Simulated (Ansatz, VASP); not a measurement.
# One calculation of Mn, two programs

```
Mn
1.0
     0.00000    1.73750    1.73750
     1.73750    0.00000    1.73750
     1.73750    1.73750    0.00000
Mn
1
Direct
  0.00000 0.00000 0.00000
```

Alike in both runs: task single point; functional LDA; k mesh 18 × 18 × 18; occupations fermi-dirac, width 0.1 eV; no spin polarisation.

|  | VASP | Ansatz |
| --- | --- | --- |
| version | VASP 6.6.1 | Ansatz 0.2.0 |
| potentials or method | VASP PAW LDA potentials, release 64 (Mn_pv) | plane waves (420 eV) with PAW, scalar-relativistic |
| plane-wave cutoff (eV) | 520 | 420 |
| valence electrons in the cell | 13 | 15 |

|  | VASP | Ansatz | Ansatz less VASP |
| --- | --- | --- | --- |
| pressure (GPa) | -11.4 | -11.8 | -0.35 |

The two sets of potentials don't hold the same shells in valence. Ansatz warned: «pseudo_functional_mismatch».

Caveats: the run has no spin polarisation, though such a crystal can be magnetic. Spin polarisation is off, so any magnetic state and its effect on volume and gap are missing.
